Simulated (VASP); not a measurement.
# Sc (P6_3/mmc) in VASP: further runs

The runs below take Sc through electric field gradients, with PBEsol.

All numbers are computed with VASP 6.6.1; they aren't measurements. Logs are shortened: lines on timing, memory, paths and dates and some standing lists are left out, and cuts for length are marked.

### Step 1. The crystal as given

It takes space group P6_3/mmc (No. 194, hexagonal). The conventional cell has a = 3.309 Å, b = 3.309 Å, c = 5.273 Å, α = 90.00°, β = 90.00°, γ = 120.00°. Sc (site symmetry -6m2) has 12 Sc at 3.26 to 3.31 Å as nearest neighbours.

### Step 2. Electric field gradients, PBEsol

INCAR reads:

```
PREC = Accurate
ENCUT = 520
EDIFF = 1E-7
ISMEAR = -1
SIGMA = 0.05
LREAL = False
LASPH = True
NELM = 100
ALGO = Normal
ISIF = 2
LWAVE = False
LCHARG = False
GGA = PS
LEFG = True
```

KPOINTS reads:

```
Automatic mesh
0
Gamma
  16 16 9
```

POSCAR reads:

```
Sc
1.0
    3.3090000000      0.0000000000      0.0000000000
   -1.6545000000      2.8656780611      0.0000000000
    0.0000000000      0.0000000000      5.2733000000
Sc
2
Direct
    0.3333333333      0.6666666667      0.2500000000
    0.6666666667      0.3333333333      0.7500000000
```

Potentials or basis: VASP PAW PBE potentials, release 64 (Sc_sv).

On the command line:

```console
$ cat potpaw_PBE.64/Sc_sv/POTCAR > POTCAR
$ mpirun -np 1 vasp_std > vasp.out
```

OUTCAR:

```text
PREC = Accurate
   ENCUT = 520
   EDIFF = 1E-7
   ISMEAR = -1
   LREAL = False
   LASPH = True
   NELM = 100
   ISIF = 2
   GGA = PS

 ion  position               nearest neighbor table
   1  0.333  0.667  0.250-   2 3.26   2 3.26   2 3.26   2 3.26   2 3.26   2 3.26
   2  0.667  0.333  0.750-   1 3.26   1 3.26   1 3.26   1 3.26   1 3.26   1 3.26

  LATTYP: Found a hexagonal cell.
 ALAT       =     3.3090000000
 C/A-ratio  =     1.5936234512

  Lattice vectors:

 A1 = (   3.3090000000,   0.0000000000,   0.0000000000)
 A2 = (  -1.6545000000,   2.8656780611,   0.0000000000)
 A3 = (   0.0000000000,   0.0000000000,   5.2733000000)

Analysis of symmetry for initial positions (statically):
=====================================================================
 Subroutine PRICEL returns:
 Original cell was already a primitive cell.

 Routine SETGRP: Setting up the symmetry group for a
 hexagonal supercell.

 Subroutine GETGRP returns: Found 24 space group operations
 (whereof 12 operations were pure point group operations)
 out of a pool of 24 trial point group operations.

The static configuration has the point symmetry D_3d.
 The point group associated with its full space group is D_6h.

Analysis of symmetry for dynamics (positions and initial velocities):
=====================================================================
 Subroutine PRICEL returns:
 Original cell was already a primitive cell.

 Routine SETGRP: Setting up the symmetry group for a
 hexagonal supercell.

 Subroutine GETGRP returns: Found 24 space group operations
 (whereof 12 operations were pure point group operations)
 out of a pool of 24 trial point group operations.

The dynamic configuration has the point symmetry D_3d.
 The point group associated with its full space group is D_6h.

 Subroutine INISYM returns: Found 24 space group operations
 (whereof 12 operations are pure point group operations),
 and found     1 'primitive' translations

----------------------------------------------------------------------------------------

                                     Primitive cell

  volume of cell :      50.0042

  direct lattice vectors                    reciprocal lattice vectors
     3.309000000  0.000000000  0.000000000     0.302206105  0.174478776  0.000000000
    -1.654500000  2.865678061  0.000000000     0.000000000  0.348957552  0.000000000
     0.000000000  0.000000000  5.273300000     0.000000000  0.000000000  0.189634574

  length of vectors
     3.309000000  3.309000000  5.273300000     0.348957552  0.348957552  0.189634574

  position of ions in fractional coordinates (direct lattice)
     0.333333333  0.666666667  0.250000000
     0.666666667  0.333333333  0.750000000

  ion indices of the primitive-cell ions
   primitive index   ion index
                 1           1
                 2           2

----------------------------------------------------------------------------------------

 KPOINTS: Automatic mesh

Automatic generation of k-mesh.
 Grid dimensions read from file:
 generate k-points for:   16   16    9

 Generating k-lattice:

  Cartesian coordinates                     Fractional coordinates (reciprocal lattice)
     0.018887882  0.010904923  0.000000000     0.062500000  0.000000000  0.000000000
     0.000000000  0.021809847  0.000000000     0.000000000  0.062500000  0.000000000
     0.000000000  0.000000000  0.021070508     0.000000000  0.000000000  0.111111111

  Length of vectors
     0.021809847  0.021809847  0.021070508

  Shift w.r.t. Gamma in fractional coordinates (k-lattice)
     0.000000000  0.000000000  0.000000000

 Subroutine IBZKPT returns following result:
 ===========================================

 Found    150 irreducible k-points:

 Following reciprocal coordinates:
            Coordinates               Weight
  0.000000  0.000000  0.000000      1.000000
  0.062500  0.000000  0.000000      6.000000
  0.125000  0.000000  0.000000      6.000000
  0.187500  0.000000  0.000000      6.000000
  0.250000  0.000000  0.000000      6.000000
  0.312500  0.000000  0.000000      6.000000
[... 16 lines left out ...]
  0.187500  0.187500  0.000000      6.000000
  0.250000  0.187500  0.000000     12.000000
 [... further k-points ...]
   k-points           NKPTS =    150   k-points in BZ     NKDIM =    150   number of bands    NBANDS=     15
   number of dos      NEDOS =    301   number of ions     NIONS =      2
   total plane-waves  NPLWV =  31360
   dimension x,y,z NGX =    28 NGY =   28 NGZ =   40
   dimension x,y,z NGXF=    56 NGYF=   56 NGZF=   80
   ions per type =               2
   NGX,Y,Z   is equivalent  to a cutoff of  14.07, 14.07, 12.61 a.u.
   NGXF,Y,Z  is equivalent  to a cutoff of  28.13, 28.13, 25.22 a.u.
 SYSTEM =  unknown system
   PREC   = accura    normal or accurate (medium, high low for compatibility)
   ISTART =      0    job   : 0-new  1-cont  2-samecut
   ICHARG =      2    charge: 1-file 2-atom 10-const
   ISPIN  =      1    spin polarized calculation?
   LNONCOLLINEAR =      F non collinear calculations
   LSORBIT =      F    spin-orbit coupling
   LASPH  =      T    aspherical Exc in radial PAW
   ENCUT  =  520.0 eV  38.22 Ry    6.18 a.u.   6.15  6.15  9.80*2*pi/ulx,y,z
   NELM   =    100;   NELMIN=  2; NELMDL= -5     # of ELM steps
   EDIFF  = 0.1E-06   stopping-criterion for ELM
   LREAL  =      F    real-space projection
   EDIFFG = 0.1E-05   stopping-criterion for IOM
   NSW    =      0    number of steps for IOM
   IBRION =     -1    ionic relax: 0-MD 1-quasi-New 2-CG
   NFREE  =      0    steps in history (QN), initial steepest desc. (CG)
   ISIF   =      2    stress and relaxation
   ISYM   =      2    0-nonsym 1-usesym 2-fastsym
   POTIM  = 0.5000    time-step for ionic-motion
   TEBEG  =    0.0;   TEEND  =   0.0 temperature during run
   PSTRESS=    0.0 pullay stress
   NELECT =      22.0000    total number of electrons
   NUPDOWN=      -1.0000    fix difference up-down
   EMIN   =  10.00;   EMAX   =-10.00  energy-range for DOS
   EFERMI =   0.00;   METHOD = LEGACY
   ISMEAR =    -1;   SIGMA  =   0.05  broadening in eV -4-tet -1-fermi 0-gaus
   EFERMI_NEDOS =   21; number of points for ismear=-14 and -15
   IALGO  =     38    algorithm
   IMIX   =      4    mixing-type and parameters
     AMIX     =   0.40;   BMIX     =  1.00
     AMIX_MAG =   1.60;   BMIX_MAG =  1.00
  volume/ion in A,a.u.               =      25.00       168.72
  Fermi-wavevector in a.u.,A,eV,Ry     =   1.245127  2.352948 21.093660  1.550340
  Thomas-Fermi vector in A             =   2.379363
   LORBIT       =      0    0 simple, 1 ext, 2 COOP (PROOUT), +10 PAW based schemes
   GGA     = PS    functional components
   LHFCALC =     F    Hartree Fock is set to
   AEXX    =    0.0000 exact exchange contribution
   IVDW    =     0    specifies the selected vdW correction
   LEPSILON=     F    determine dielectric tensor
   LRPA    =     F    only Hartree local field effects (RPA)
 non-spin polarized calculation
  energy-cutoff  :      520.00
  volume of cell :       50.00
 maximum number of plane-waves:      1387
 NGX is ok and might be reduce to    28
   NGX = 13   NGY = 13   NGZ = 19

 number of electron      22.0000000 magnetization

 Free energy of the ion-electron system (eV)
  ---------------------------------------------------
  ext. energy  EPLUGINS =         0.00000000
  ---------------------------------------------------
  free energy    TOTEN  =       -13.19881969 eV

  energy without entropy =      -13.16322693  energy(sigma->0) =      -13.18102331

 E-fermi :   3.4974     XC(G=0):  -9.9321

 val. band max:        3.4954827193   @ k =   0.2500   0.0625   0.3333
 cond. band min:       3.4989781628   @ k =   0.4375   0.0000   0.3333
 fundamental gap:      0.0034954435
 Fermi energy:         3.4974030078

 k-point     1 :       0.0000    0.0000    0.0000
  band No.  band energies     occupation
      1     -45.7505      2.00000
      2     -45.6879      2.00000
      3     -24.6479      2.00000
      4     -24.3209      2.00000
      5     -24.3209      2.00000
      6     -24.2635      2.00000
      7     -24.2635      2.00000
      8     -24.2462      2.00000
      9      -1.6183      2.00000
     10       1.8243      2.00000
     11       3.9251      0.00039
     12       5.0826      0.00000
     13       5.0826      0.00000
     14       5.1955      0.00000
     15       5.4911      0.00000

 k-point     2 :       0.0625    0.0000    0.0000
  band No.  band energies     occupation
      1     -45.7486      2.00000
      2     -45.6872      2.00000
      3     -24.6430      2.00000
      4     -24.3310      2.00000
      5     -24.3243      2.00000
      6     -24.2741      2.00000
      7     -24.2649      2.00000
      8     -24.2482      2.00000
      9      -1.5326      2.00000
     10       1.8983      2.00000
     11       3.8575      0.00149
     12       4.8992      0.00000
     13       5.1446      0.00000
     14       5.3329      0.00000
     15       5.4384      0.00000

 k-point     3 :       0.1250    0.0000    0.0000
  band No.  band energies     occupation
      1     -45.7434      2.00000
      2     -45.6851      2.00000
      3     -24.6287      2.00000
      4     -24.3600      2.00000
      5     -24.3337      2.00000
      6     -24.3041      2.00000
      7     -24.2692      2.00000
      8     -24.2544      2.00000
      9      -1.2802      2.00000
     10       2.1081      2.00000
     11       3.6845      0.04631
     12       4.6095      0.00000
     13       5.2682      0.00000
     14       5.3270      0.00000
     15       5.5380      0.00000
[... 343 lines left out ...]
 k-point    23 :       0.1875    0.1875    0.0000
  band No.  band energies     occupation
      1     -45.7126      2.00000
      2     -45.6759      2.00000
      3     -24.5368      2.00000
      4     -24.4799      2.00000
      5     -24.4787      2.00000
      6     -24.3772      2.00000
      7     -24.3220      2.00000
      8     -24.3021      2.00000
      9       0.4404      2.00000
     10       3.0837      1.99949
     11       3.0931      1.99938
     12       3.5272      0.71075
     13       4.7628      0.00000
     14       4.8724      0.00000
     15       5.2126      0.00000

 k-point    24 :       0.2500    0.1875    0.0000
  band No.  band energies     occupation
      1     -45.7035      2.00000
      2     -45.6748      2.00000
      3     -24.5198      2.00000
      4     -24.5056      2.00000
      5     -24.4944      2.00000
      6     -24.4017      2.00000
      7     -24.3404      2.00000
      8     -24.3220      2.00000
      9       1.0639      2.00000
     10       3.0145      1.99987
     11       3.1419      1.99837
     12       3.3186      1.94553
     13       4.6205      0.00000
     14       4.9939      0.00000
     15       5.0216      0.00000

 [... further k-points ...]

------------------------ aborting loop because EDIFF is reached ----------------------------------------

  FORCE on cell =-STRESS in cart. coord.  units (eV):
  Direction    XX          YY          ZZ          XY          YZ          ZX
  --------------------------------------------------------------------------------------
  -------------------------------------------------------------------------------------
  Total       -0.7053869     -0.7053869     -1.2450895     -0.0000000      0.0000000     -0.0000000
  in kB      -22.6011909    -22.6011909    -39.8937180     -0.0000000      0.0000000     -0.0000000
  external PRESSURE =     -28.3653666 kB  Pullay stress =       0.0000000 kB

 VOLUME and BASIS-vectors are now :
 -----------------------------------------------------------------------------
  energy-cutoff  :      520.00
  volume of cell :       50.00
      direct lattice vectors                 reciprocal lattice vectors
     3.309000000  0.000000000  0.000000000     0.302206105  0.174478776  0.000000000
    -1.654500000  2.865678061  0.000000000     0.000000000  0.348957552  0.000000000
     0.000000000  0.000000000  5.273300000     0.000000000  0.000000000  0.189634574

 POSITION                                       TOTAL-FORCE (eV/Angst)
 -----------------------------------------------------------------------------------
     -0.00000      1.91045      1.31832        -0.000000     -0.000000      0.000000
      1.65450      0.95523      3.95498         0.000000      0.000000      0.000000
 -----------------------------------------------------------------------------------
    total drift:                               -0.000000      0.000000     -0.000000

  FREE ENERGIE OF THE ION-ELECTRON SYSTEM (eV)
  ---------------------------------------------------
  free  energy   TOTEN  =       -13.1988196876 eV

  energy  without entropy=      -13.1632269345  energy(sigma->0) =      -13.18102331

 Electric field gradients (V/A^2)
---------------------------------------------------------------------
 ion       V_xx      V_yy      V_zz      V_xy      V_xz      V_yz
---------------------------------------------------------------------
   1      -4.760    -4.760     9.520     0.000     0.000    -0.000
   2      -4.760    -4.760     9.520     0.000    -0.000     0.000
---------------------------------------------------------------------

 Electric field gradients after diagonalization (V/A^2)
 (convention: |V_zz| > |V_xx| > |V_yy|)
----------------------------------------------------------------------
 ion       V_xx      V_yy      V_zz     asymmetry (V_yy - V_xx)/ V_zz
----------------------------------------------------------------------
   1      -4.760    -4.759     9.520       0.000
   2      -4.760    -4.759     9.520       0.000
----------------------------------------------------------------------

           NMR quadrupolar parameters

 Cq : quadrupolar parameter    Cq=e*Q*V_zz/h
 eta: asymmetry parameters     (V_yy - V_xx)/ V_zz
 Q  : nuclear electric quadrupole moment in mb (millibarn)
----------------------------------------------------------------------
 ion       Cq(MHz)       eta       Q (mb)
----------------------------------------------------------------------
   1       0.023       0.000       1.000
   2       0.023       0.000       1.000
----------------------------------------------------------------------
```

It took 48 s on 1 thread of Intel Xeon 6975P-C (Granite Rapids), shared host; peak memory 0.25 GiB.

What came out:

```
Free energy            : -13.1988 eV
Pressure               : -2.8 GPa
Band gap on the k mesh : none (metal or under the smearing width)
```

Electric field gradients, principal values (V/Å²):
```tsv
atom	Vxx	Vyy	Vzz
1 Sc	-4.759	-4.760	9.520
2 Sc	-4.759	-4.760	9.520
```

Caveat: the PAW data sets were made with another functional, which shifts forces and pressure a little.

[end of part 1 of 3]
